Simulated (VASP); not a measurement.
# FeO (Wuestite) (Fm-3m) in VASP: a series of runs

One crystal, FeO (Wuestite), is run at these levels: LDA; tasks: single point.

All numbers are computed with VASP 6.6.1; they aren't measurements. Logs are shortened: lines on timing, memory, paths and dates and some standing lists are left out, and cuts for length are marked.

### 1 The structure

The structure is cubic, space group Fm-3m (No. 225). Conventional cell: a = 4.311 Å, b = 4.311 Å, c = 4.311 Å, α = 90.00°, β = 90.00°, γ = 90.00°. Fe (site symmetry m-3m) is surrounded by 6 O at 2.16 Å. O (site symmetry m-3m) has 6 Fe at 2.16 Å as nearest neighbours.

### 2 Single point, LDA, collinear spin, ferromagnetic start

Input file INCAR:

```
PREC     = Accurate       # precision mode
ENCUT    = 450            # plane-wave cutoff, eV
EDIFF    = 1E-7           # SCF threshold, eV
ISMEAR   = 0              # smearing method
SIGMA    = 0.05           # smearing width, eV
LREAL    = False          # projectors in reciprocal space
LASPH    = True           # aspherical terms in the spheres
NELM     = 100            # most SCF steps
ALGO     = Normal         # electronic algorithm
ISIF     = 2              # what is computed and relaxed
LWAVE    = False          # write WAVECAR
LCHARG   = False          # write CHGCAR
ISPIN    = 2              # spin polarisation
MAGMOM   = 3 0            # initial moments
LORBIT   = 11             # projections on sites
LMAXMIX  = 4              # l up to which the mixer works
NBANDS   = 18             # bands
ADDGRID  = True
```

Input file KPOINTS:

```
Automatic mesh
0
Gamma
  6 6 6
```

Input file POSCAR:

```
FeO
1.0
    0.0000000000      2.1554000000      2.1554000000
    2.1554000000      0.0000000000      2.1554000000
    2.1554000000      2.1554000000      0.0000000000
Fe O
1 1
Direct
    0.0000000000      0.0000000000      0.0000000000
    0.5000000000      0.5000000000      0.5000000000
```

Potentials or basis: VASP PAW LDA potentials, release 64 (Fe, O).

Run with:

```sh
cat potpaw_LDA.64/Fe/POTCAR potpaw_LDA.64/O/POTCAR > POTCAR
mpirun -np 1 vasp_std > vasp.out
```

OUTCAR:

```text
PREC = Accurate
   ENCUT = 450
   EDIFF = 1E-7
   ISMEAR = 0
   LREAL = False
   LASPH = True
   NELM = 100
   ISIF = 2
   ISPIN = 2
   LORBIT = 11

 Found     16 irreducible k-points:

 Following reciprocal coordinates:
            Coordinates               Weight
  0.000000  0.000000  0.000000      1.000000
  0.166667  0.000000  0.000000      8.000000
  0.333333  0.000000  0.000000      8.000000
  0.500000  0.000000  0.000000      4.000000
  0.166667  0.166667  0.000000      6.000000
  0.333333  0.166667  0.000000     24.000000
   k-points           NKPTS =     16   k-points in BZ     NKDIM =     16   number of bands    NBANDS=     18
   number of dos      NEDOS =    301   number of ions     NIONS =      2
   total plane-waves  NPLWV =  13824
   dimension x,y,z NGX =    24 NGY =   24 NGZ =   24
   dimension x,y,z NGXF=    48 NGYF=   48 NGZF=   48
   ions per type =               1   1
   NGX,Y,Z   is equivalent  to a cutoff of  13.09, 13.09, 13.09 a.u.
   NGXF,Y,Z  is equivalent  to a cutoff of  26.18, 26.18, 26.18 a.u.
 SYSTEM =  unknown system
   PREC   = accura    normal or accurate (medium, high low for compatibility)
   ISTART =      0    job   : 0-new  1-cont  2-samecut
   ICHARG =      2    charge: 1-file 2-atom 10-const
   ISPIN  =      2    spin polarized calculation?
   LNONCOLLINEAR =      F non collinear calculations
   LSORBIT =      F    spin-orbit coupling
   LASPH  =      T    aspherical Exc in radial PAW
   ENCUT  =  450.0 eV  33.07 Ry    5.75 a.u.   5.27  5.27  5.27*2*pi/ulx,y,z
   NELM   =    100;   NELMIN=  2; NELMDL= -5     # of ELM steps
   EDIFF  = 0.1E-06   stopping-criterion for ELM
   LREAL  =      F    real-space projection
   EDIFFG = 0.1E-05   stopping-criterion for IOM
   NSW    =      0    number of steps for IOM
   IBRION =     -1    ionic relax: 0-MD 1-quasi-New 2-CG
   NFREE  =      0    steps in history (QN), initial steepest desc. (CG)
   ISIF   =      2    stress and relaxation
   ISYM   =      2    0-nonsym 1-usesym 2-fastsym
   POTIM  = 0.5000    time-step for ionic-motion
   TEBEG  =    0.0;   TEEND  =   0.0 temperature during run
   PSTRESS=    0.0 pullay stress
   NELECT =      14.0000    total number of electrons
   NUPDOWN=      -1.0000    fix difference up-down
   EMIN   =  10.00;   EMAX   =-10.00  energy-range for DOS
   EFERMI =   0.00;   METHOD = LEGACY
   ISMEAR =     0;   SIGMA  =   0.05  broadening in eV -4-tet -1-fermi 0-gaus
   EFERMI_NEDOS =   21; number of points for ismear=-14 and -15
   IALGO  =     38    algorithm
   IMIX   =      4    mixing-type and parameters
     AMIX     =   0.40;   BMIX     =  1.00
     AMIX_MAG =   1.60;   BMIX_MAG =  1.00
  volume/ion in A,a.u.               =      10.01        67.57
  Fermi-wavevector in a.u.,A,eV,Ry     =   1.452935  2.745650 28.722187  2.111021
  Thomas-Fermi vector in A             =   2.570260
   LORBIT       =     11    0 simple, 1 ext, 2 COOP (PROOUT), +10 PAW based schemes
   GGA     = CA    functional components
   LHFCALC =     F    Hartree Fock is set to
   AEXX    =    0.0000 exact exchange contribution
   IVDW    =     0    specifies the selected vdW correction
   LEPSILON=     F    determine dielectric tensor
   LRPA    =     F    only Hartree local field effects (RPA)
 spin polarized calculation
 Gauss-broadening in eV      SIGMA  =   0.05
  energy-cutoff  :      450.00
  volume of cell :       20.03
 maximum number of plane-waves:       444
 NGX is ok and might be reduce to    24
   NGX = 11   NGY = 11   NGZ = 11

 number of electron      14.0000000 magnetization       3.9996422

 Free energy of the ion-electron system (eV)
  ---------------------------------------------------
  ext. energy  EPLUGINS =         0.00000000
  ---------------------------------------------------
  free energy    TOTEN  =       -16.39491985 eV

  energy without entropy =      -16.39271492  energy(sigma->0) =      -16.39381739

 E-fermi :   5.8336     XC(G=0): -12.6219

 val. band max:        5.8207708179   @ k =   0.1667   0.1667   0.0000
 cond. band min:       5.9017212791   @ k =  -0.3333   0.3333   0.1667
 fundamental gap:      0.0809504612
 Fermi energy:         5.8335564689

 spin component 1

 k-point     1 :       0.0000    0.0000    0.0000
  band No.  band energies     occupation
      1     -14.5347      1.00000
      2       2.0999      1.00000
      3       2.0999      1.00000
      4       2.0999      1.00000
      5       2.1898      1.00000
      6       2.1898      1.00000
      7       2.1898      1.00000
      8       2.4611      1.00000
      9       2.4611      1.00000
     10       6.0630      0.00000
     11      21.2211      0.00000
     12      22.8233      0.00000
     13      22.8233      0.00000
     14      22.8233      0.00000
     15      26.4065      0.00000
     16      26.4065      0.00000
     17      26.4065      0.00000
     18      29.5201      0.00000

 k-point     2 :       0.1667    0.0000    0.0000
  band No.  band energies     occupation
      1     -14.2626      1.00000
      2       0.1811      1.00000
      3       0.7477      1.00000
      4       0.7477      1.00000
      5       2.4120      1.00000
      6       2.4120      1.00000
      7       2.7320      1.00000
      8       3.9056      1.00000
      9       3.9056      1.00000
     10       7.5945      0.00000
     11      18.1256      0.00000
     12      21.7513      0.00000
     13      21.7513      0.00000
     14      23.8635      0.00000
     15      25.4894      0.00000
     16      25.4894      0.00000
     17      29.2826      0.00000
     18      32.5979      0.00000

 k-point     3 :       0.3333    0.0000    0.0000
  band No.  band energies     occupation
      1     -13.6506      1.00000
      2      -1.9637      1.00000
      3      -0.2887      1.00000
      4      -0.2887      1.00000
      5       2.8185      1.00000
      6       2.8185      1.00000
      7       3.2318      1.00000
      8       5.2173      1.00000
      9       5.2173      1.00000
     10       9.4994      0.00000
     11      15.1366      0.00000
     12      19.3572      0.00000
     13      19.3572      0.00000
     14      24.6284      0.00000
     15      27.0021      0.00000
     16      27.0021      0.00000
     17      31.2243      0.00000
     18      33.8717      0.00000

 k-point     4 :       0.5000    0.0000    0.0000
  band No.  band energies     occupation
      1     -13.3025      1.00000
      2      -2.8676      1.00000
      3      -0.6575      1.00000
      4      -0.6575      1.00000
      5       3.0335      1.00000
      6       3.0335      1.00000
      7       3.5719      1.00000
      8       5.7439      0.99440
      9       5.7439      0.99440
     10       9.9275      0.00000
     11      14.3225      0.00000
     12      18.3071      0.00000
     13      18.3071      0.00000
     14      25.2851      0.00000
     15      28.9520      0.00000
     16      28.9520      0.00000
     17      29.5640      0.00000
     18      31.9931      0.00000

 k-point     5 :       0.1667    0.1667    0.0000
  band No.  band energies     occupation
      1     -14.1907      1.00000
      2      -0.4524      1.00000
      3       1.2112      1.00000
      4       1.2112      1.00000
      5       1.9437      1.00000
      6       2.5600      1.00000
      7       3.1584      1.00000
      8       3.1584      1.00000
      9       3.7191      1.00000
     10       8.2972      0.00000
     11      18.6814      0.00000
     12      20.5921      0.00000
     13      21.1137      0.00000
     14      21.1137      0.00000
     15      27.3730      0.00000
     16      29.8995      0.00000
     17      29.8995      0.00000
     18      30.0488      0.00000

 k-point     6 :       0.3333    0.1667    0.0000
  band No.  band energies     occupation
      1     -13.7365      1.00000
      2      -1.5449      1.00000
      3       0.0267      1.00000
      4       0.3485      1.00000
      5       2.2180      1.00000
      6       2.9067      1.00000
      7       3.3136      1.00000
      8       4.0325      1.00000
      9       4.6425      1.00000
     10      10.0925      0.00000
     11      16.0464      0.00000
     12      17.8154      0.00000
     13      19.9818      0.00000
     14      22.5464      0.00000
     15      28.6561      0.00000
     16      29.5157      0.00000
     17      32.8099      0.00000
     18      33.7606      0.00000

 [... further k-points ...]

 spin component 2

 k-point     1 :       0.0000    0.0000    0.0000
  band No.  band energies     occupation
      1     -13.9630      1.00000
      2       2.7073      1.00000
      3       2.7073      1.00000
      4       2.7073      1.00000
      5       5.0709      1.00000
      6       5.0709      1.00000
      7       5.0709      1.00000
      8       5.7908      0.88683
      9       5.7908      0.88674
     10       6.8317      0.00000
     11      21.4432      0.00000
     12      23.8681      0.00000
     13      23.8681      0.00000
     14      23.8681      0.00000
     15      27.6947      0.00000
     16      27.6947      0.00000
     17      27.6947      0.00000
     18      30.6654      0.00000

 k-point     2 :       0.1667    0.0000    0.0000
  band No.  band energies     occupation
      1     -13.6885      1.00000
      2       1.0162      1.00000
      3       1.9908      1.00000
      4       1.9908      1.00000
      5       5.3607      1.00000
      6       5.3655      1.00000
      7       5.3655      1.00000
      8       6.6236      0.00000
      9       6.6236      0.00000
     10       8.3679      0.00000
     11      18.9837      0.00000
     12      22.7802      0.00000
     13      22.7802      0.00000
     14      24.5536      0.00000
     15      26.6220      0.00000
     16      26.6220      0.00000
     17      30.3072      0.00000
     18      33.7932      0.00000

 k-point     3 :       0.3333    0.0000    0.0000
  band No.  band energies     occupation
      1     -13.0711      1.00000
      2      -1.1736      1.00000
      3       1.0673      1.00000
      4       1.0673      1.00000
      5       5.9126      0.01268
      6       5.9126      0.01267
      7       5.9451      0.00080
      8       7.9071      0.00000
      9       7.9071      0.00000
     10      10.2266      0.00000
     11      16.1133      0.00000
     12      20.2760      0.00000
     13      20.2760      0.00000
     14      25.5481      0.00000
     15      27.9882      0.00000
     16      27.9882      0.00000
     17      31.8694      0.00000
     18      34.6822      0.00000

 k-point     4 :       0.5000    0.0000    0.0000
  band No.  band energies     occupation
      1     -12.7198      1.00000
      2      -2.0981      1.00000
      3       0.7121      1.00000
      4       0.7121      1.00000
      5       6.2028      0.00000
      6       6.2028      0.00000
      7       6.4308      0.00000
      8       8.4833      0.00000
      9       8.4833      0.00000
     10      10.5058      0.00000
     11      15.3470      0.00000
     12      19.1344      0.00000
     13      19.1344      0.00000
     14      26.3416      0.00000
     15      29.9356      0.00000
     16      29.9356      0.00000
     17      30.0862      0.00000
     18      32.6231      0.00000

 k-point     5 :       0.1667    0.1667    0.0000
  band No.  band energies     occupation
      1     -13.6146      1.00000
      2       0.5883      1.00000
      3       2.1525      1.00000
      4       2.1525      1.00000
      5       4.7043      1.00000
      6       5.8208      0.64119
      7       5.8208      0.64119
      8       5.9221      0.00614
      9       6.4421      0.00000
     10       9.3065      0.00000
     11      19.5427      0.00000
     12      21.7374      0.00000
     13      22.0921      0.00000
     14      22.0921      0.00000
     15      27.9055      0.00000
     16      31.1303      0.00000
     17      31.1330      0.00000
     18      31.1330      0.00000

 k-point     6 :       0.3333    0.1667    0.0000
  band No.  band energies     occupation
      1     -13.1527      1.00000
      2      -0.6721      1.00000
      3       1.1700      1.00000
      4       1.4865      1.00000
      5       4.9135      1.00000
      6       6.1188      0.00000
      7       6.2270      0.00000
      8       6.8189      0.00000
      9       7.3364      0.00000
     10      11.0507      0.00000
     11      17.0447      0.00000
     12      18.8386      0.00000
     13      20.8854      0.00000
     14      23.5120      0.00000
     15      29.4194      0.00000
     16      30.5515      0.00000
     17      33.5376      0.00000
     18      34.6547      0.00000

 [... further k-points ...]

------------------------ aborting loop because EDIFF is reached ----------------------------------------

  FORCE on cell =-STRESS in cart. coord.  units (eV):
  Direction    XX          YY          ZZ          XY          YZ          ZX
  --------------------------------------------------------------------------------------
  -------------------------------------------------------------------------------------
  Total       -2.0439684     -2.0439684     -2.0439684     -0.0000000     -0.0000000      0.0000000
  in kB     -163.5200975   -163.5200975   -163.5200975     -0.0000000     -0.0000000      0.0000000
  external PRESSURE =    -163.5200975 kB  Pullay stress =       0.0000000 kB

 VOLUME and BASIS-vectors are now :
 -----------------------------------------------------------------------------
  energy-cutoff  :      450.00
  volume of cell :       20.03
      direct lattice vectors                 reciprocal lattice vectors
     0.000000000  2.155400000  2.155400000    -0.231975503  0.231975503  0.231975503
     2.155400000  0.000000000  2.155400000     0.231975503 -0.231975503  0.231975503
     2.155400000  2.155400000  0.000000000     0.231975503  0.231975503 -0.231975503

 POSITION                                       TOTAL-FORCE (eV/Angst)
 -----------------------------------------------------------------------------------
      0.00000      0.00000      0.00000         0.000000      0.000000      0.000000
      2.15540      2.15540      2.15540        -0.000000     -0.000000     -0.000000
 -----------------------------------------------------------------------------------
    total drift:                                0.000000     -0.000000      0.000000

  FREE ENERGIE OF THE ION-ELECTRON SYSTEM (eV)
  ---------------------------------------------------
  free  energy   TOTEN  =       -16.3949198509 eV

  energy  without entropy=      -16.3927149196  energy(sigma->0) =      -16.39381739

 total charge

# of ion       s       p       d       tot
------------------------------------------
    1        0.293   0.365   6.106   6.763
    2        1.553   3.413   0.000   4.966
--------------------------------------------------
tot          1.846   3.778   6.106  11.729

 magnetization (x)

# of ion       s       p       d       tot
------------------------------------------
    1        0.025   0.021   3.532   3.578
    2        0.030   0.285   0.000   0.316
--------------------------------------------------
tot          0.055   0.306   3.532   3.894
```

Run time: 21 s. Hardware: 1 thread of Intel Xeon Platinum 8375C at 2.90GHz (Ice Lake), shared host; peak memory 0.2 GiB.

The run converged, but some of its settings lie outside the range that counts as converged, so its numbers aren't taken as properties of the crystal.

What came out:

```yaml
Free_energy: -16.3949 eV
Band_gap_on_the_k_mesh: none (metal or under the smearing width)
Net_moment: 4.00 μB per cell
Site_moments: Fe +3.58; O +0.32 μB
Valence_electrons_inside_the_program's_atomic_spheres: Fe 6.76; O 4.97
```

Caveat: the k mesh is coarse (spacing up to 0.42 Å⁻¹), so the values aren't converged; the cutoff is under 1.25 times the usual one of these potentials, so pressure, stress and relaxed cells hold a basis-set (Pulay) error; a cell with one magnetic atom can't hold antiferromagnetic order, which such compounds often take; semilocal functionals often make such compounds metallic where correlation or magnetic order opens a gap, which also shifts bond lengths.

(Part 1 of 2 ends here.)
